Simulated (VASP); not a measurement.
# SrTiO3 (Tausonite) (Pm-3m) in VASP: further runs, part 2 of 2

VASP 6.6.1. The steps go on from the part before.

### Step 3. Relaxation of cell and atoms, LDA, target pressure 5 GPa, at which the enthalpy is minimised

This run uses another cell than the first one, of 11.91 Å³/atom, 1.036 times its volume.

File INCAR:

```
SYSTEM = SrTiO3
  ALGO = Normal
  EDIFF = 1E-6
  EDIFFG = -0.01
  ENCUT = 600
  IBRION = 2
  ISIF = 3
  ISMEAR = 0
  LASPH = .TRUE.
  LCHARG = .FALSE.
  LREAL = .FALSE.
  LWAVE = .FALSE.
  NELM = 80
  NSW = 90
  PREC = Accurate
  PSTRESS = 50.0
  SIGMA = 0.03
```

File KPOINTS:

```
k-points
0
G
  8 8 8
  0 0 0
```

File POSCAR:

```
SrTiO3
1.0
    3.9052800000      0.0000000000      0.0000000000
    0.0000000000      3.9052800000      0.0000000000
    0.0000000000      0.0000000000      3.9052800000
Sr Ti O
1 1 3
Direct
    0.5000000000      0.5000000000      0.5000000000
    0.0000000000      0.0000000000      0.0000000000
    0.5000000000      0.0000000000      0.0000000000
    0.0000000000      0.5000000000      0.0000000000
    0.0000000000      0.0000000000      0.5000000000
```

Potentials or basis: VASP PAW LDA potentials, release 64 (Sr_sv, Ti_sv, O).

Started as:

```console
$ cat potpaw_LDA.64/Sr_sv/POTCAR potpaw_LDA.64/Ti_sv/POTCAR potpaw_LDA.64/O/POTCAR > POTCAR
$ mpirun -np 1 vasp_std > vasp.out
```

Run time: 53 s. Hardware: 1 thread of Intel Xeon 6975P-C (Granite Rapids), shared host; peak memory 0.21 GiB.

Results (log left out):

```
Free energy                                            : -44.1689 eV
Relaxed volume                                         : 11.23 Å³/atom
Relaxed cell                                           : a = 3.829 Å, b = 3.829 Å, c = 3.829 Å, α = 90.00°, β = 90.00°, γ = 90.00°
Space group after relaxing (to 0.05 Å)                 : Pm-3m (No. 221)
Energy change on relaxing (the enthalpy is what falls) : -4.5 meV/atom
Ionic steps                                            : 4
Pressure after relaxing                                : 5.0 GPa
Band gap on the k mesh                                 : 1.85 eV, indirect (least direct gap 2.17 eV)
```

The path:
| step | energy change (eV) | largest force (eV/Å) | pressure (GPa) | volume (Å³) |
| --- | --- | --- | --- | --- |
| 1 | 0.0000 | 0.0000 | -6.66 | 59.56 |
| 2 | 0.2910 | 0.0000 | 22.89 | 52.40 |
| 3 | -0.0246 | 0.0000 | 4.80 | 56.20 |
| 4 | -0.0226 | 0.0000 | 5.05 | 56.14 |

Final structure:
```cif
data_structure
_symmetry_space_group_name_H-M 'P 1'
_symmetry_Int_Tables_number 1
_cell_length_a 3.8290
_cell_length_b 3.8290
_cell_length_c 3.8290
_cell_angle_alpha 90.000
_cell_angle_beta 90.000
_cell_angle_gamma 90.000
_cell_volume 56.14
loop_
_atom_site_label
_atom_site_type_symbol
_atom_site_fract_x
_atom_site_fract_y
_atom_site_fract_z
_atom_site_occupancy
Sr1 Sr 0.50000 0.50000 0.50000 1
Ti1 Ti 0.00000 0.00000 0.00000 1
O1 O 0.50000 0.00000 0.00000 1
O2 O 0.00000 0.50000 0.00000 1
O3 O 0.00000 0.00000 0.50000 1
```

Levels at points of the mesh, in eV from the valence-band top:
| k point | band 17 | band 18 | band 19 | band 20 | band 21 | band 22 | band 23 | band 24 |
| --- | --- | --- | --- | --- | --- | --- | --- | --- |
| (0.00, 0.00, 0.00) | -1.29 | -0.32 | -0.32 | -0.32 | 1.85 | 1.85 | 1.85 | 4.73 |
| (0.50, 0.00, 0.00) | -2.55 | -2.24 | -0.72 | -0.72 | 2.06 | 4.05 | 4.05 | 4.80 |
| (0.50, 0.50, 0.00) | -1.68 | -1.64 | -1.64 | -0.11 | 4.06 | 4.06 | 4.52 | 5.86 |
| (0.50, 0.50, 0.50) | -3.95 | 0.00 | 0.00 | 0.00 | 4.81 | 4.81 | 4.81 | 7.08 |

Caveat: the cell is relaxed towards a set pressure, so the enthalpy falls and the energy may rise.

### Step 4. Relaxation of cell and atoms, LDA, target pressure 5 GPa, at which the enthalpy is minimised

This run uses another cell than the first one, of 11.23 Å³/atom, 0.976 times its volume.

INCAR: that of step 3 with these lines changed.

```diff
@@ -2,4 +2,4 @@
   ALGO = Normal
-  EDIFF = 1E-6
-  EDIFFG = -0.01
+  EDIFF = 1E-7
+  EDIFFG = -0.005
   ENCUT = 600
```

KPOINTS is that of step 3.

File POSCAR:

```
SrTiO3                                  
1.0
    3.8290017445     -0.0000000000      0.0000000000
    0.0000000000      3.8290017445      0.0000000000
   -0.0000000000     -0.0000000000      3.8290017445
  Sr              Ti              O             
     1     1     3
Direct
     0.5000000000000000    0.5000000000000000    0.5000000000000000
     0.0000000000000000    0.0000000000000000    0.0000000000000000
     0.5000000000000000    0.0000000000000000    0.0000000000000000
     0.0000000000000000    0.5000000000000000    0.0000000000000000
     0.0000000000000000    0.0000000000000000    0.5000000000000000
```

Potentials or basis: VASP PAW LDA potentials, release 64 (Sr_sv, Ti_sv, O).

Started as:

```console
$ cat potpaw_LDA.64/Sr_sv/POTCAR potpaw_LDA.64/Ti_sv/POTCAR potpaw_LDA.64/O/POTCAR > POTCAR
$ mpirun -np 1 vasp_std > vasp.out
```

OUTCAR:

```text
SYSTEM = SrTiO3
   EDIFF = 1E-7
   EDIFFG = -0.005
   ENCUT = 600
   IBRION = 2
   ISIF = 3
   ISMEAR = 0
   LASPH = .TRUE.
   LREAL = .FALSE.
   NELM = 80
   NSW = 90
   PREC = Accurate
   PSTRESS = 50.0

 ion  position               nearest neighbor table
   1  0.500  0.500  0.500-   3 2.71   4 2.71   5 2.71   3 2.71   4 2.71   3 2.71   5 2.71   3 2.71
                             4 2.71   5 2.71   4 2.71   5 2.71   2 3.32   2 3.32   2 3.32   2 3.32
   2  0.000  0.000  0.000-   3 1.91   4 1.91   5 1.91   5 1.91   4 1.91   3 1.91   1 3.32   1 3.32
                             1 3.32   1 3.32   1 3.32   1 3.32   1 3.32   1 3.32
   3  0.500  0.000  0.000-   2 1.91   2 1.91   1 2.71   1 2.71   1 2.71   1 2.71
   4  0.000  0.500  0.000-   2 1.91   2 1.91   1 2.71   1 2.71   1 2.71   1 2.71
   5  0.000  0.000  0.500-   2 1.91   2 1.91   1 2.71   1 2.71   1 2.71   1 2.71

  LATTYP: Found a simple cubic cell.
 ALAT       =     3.8290017445

  Lattice vectors:

 A1 = (   3.8290017445,   0.0000000000,   0.0000000000)
 A2 = (   0.0000000000,   3.8290017445,   0.0000000000)
[... 277 lines left out ...]

 E-fermi :   4.6402     XC(G=0): -12.1018

 val. band max:        4.3759595090   @ k =   0.5000   0.5000   0.5000
 cond. band min:       6.2235117711   @ k =   0.0000   0.0000   0.0000
 fundamental gap:      1.8475522621
 Fermi energy:         4.6402194087

 k-point     1 :       0.0000    0.0000    0.0000
  band No.  band energies     occupation
      1     -51.1127      2.00000
      2     -27.9510      2.00000
      3     -27.8088      2.00000
      4     -27.8088      2.00000
      5     -27.8088      2.00000
      6     -12.9689      2.00000
[... 637 lines left out ...]
     23       8.7976      0.00000
     24      10.7187      0.00000

 [... further k-points ...]

------------------------ aborting loop because EDIFF is reached ----------------------------------------

  FORCE on cell =-STRESS in cart. coord.  units (eV):
  Direction    XX          YY          ZZ          XY          YZ          ZX
  --------------------------------------------------------------------------------------
  -------------------------------------------------------------------------------------
  Total        1.7509131      1.7509131      1.7509131      0.0000000     -0.0000000      0.0000000
  in kB       49.9460657     49.9460657     49.9460657      0.0000000     -0.0000000      0.0000000
  external PRESSURE =      -0.0539343 kB  Pullay stress =      50.0000000 kB
[... 24 lines left out ...]
  energy  without entropy=      -44.1608598323  energy(sigma->0) =      -44.16085983

  enthalpy is  TOTEN    =       -42.4080560017 eV   P V=        1.7528038306

 reached required accuracy - stopping structural energy minimisation
```

OSZICAR:

```text
N       E                     dE             d eps       ncg     rms          rms(c)
DAV:   1     0.471202833894E+03    0.47120E+03   -0.23124E+04  1680   0.203E+03
DAV:   2    -0.852785863255E+01   -0.47973E+03   -0.47119E+03  2048   0.531E+02
DAV:   3    -0.516517279897E+02   -0.43124E+02   -0.42813E+02  1960   0.157E+02
[... 29 lines left out ...]
DAV:   3    -0.441608580051E+02    0.12195E-04   -0.73165E-05  2192   0.612E-02    0.112E-02
DAV:   4    -0.441608587354E+02   -0.73026E-06   -0.16165E-05  2336   0.230E-02    0.107E-02
DAV:   5    -0.441608589777E+02   -0.24235E-06   -0.16249E-06  2384   0.932E-03    0.825E-03
DAV:   6    -0.441608595889E+02   -0.61122E-06   -0.91907E-07  2200   0.591E-03    0.352E-03
DAV:   7    -0.441608598176E+02   -0.22863E-06   -0.64186E-07  2280   0.510E-03    0.783E-04
DAV:   8    -0.441608598323E+02   -0.14762E-07   -0.72670E-08   944   0.194E-03
   3 F= -.42408056E+02 E0= -.42408056E+02  d E =-.942585E-05
```

Run time: 40 s. Hardware: 1 thread of Intel Xeon 6975P-C (Granite Rapids), shared host; peak memory 0.2 GiB.

What came out:

| Quantity | Value |
| --- | --- |
| Free energy | -44.1609 eV |
| Relaxed volume | 11.23 Å³/atom |
| Relaxed cell | a = 3.830 Å, b = 3.830 Å, c = 3.830 Å, α = 90.00°, β = 90.00°, γ = 90.00° |
| Space group after relaxing (to 0.05 Å) | Pm-3m (No. 221) |
| Energy change on relaxing (the enthalpy is what falls) | -0.2 meV/atom |
| Ionic steps | 3 |
| Pressure after relaxing | 5.0 GPa |
| Band gap on the k mesh | 1.85 eV, indirect (least direct gap 2.16 eV) |

Step by step:
```csv
step,energy change (eV),largest force (eV/Å),pressure (GPa),volume (Å³)
1,0.0000,0.0000,5.10,56.14
2,-0.0019,0.0000,4.87,56.20
3,-0.0009,0.0000,4.99,56.17
```

Final structure:
```xyz
5
Lattice="3.8296 0.0000 0.0000 0.0000 3.8296 0.0000 0.0000 0.0000 3.8296" Properties=species:S:1:pos:R:3 pbc="T T T"
Sr    1.9148    1.9148    1.9148
Ti    0.0000    0.0000    0.0000
O     1.9148    0.0000    0.0000
O     0.0000    1.9148    0.0000
O     0.0000    0.0000    1.9148
```

Caveat: the cell is relaxed towards a set pressure, so the enthalpy falls and the energy may rise. A k mesh can miss the band edges.
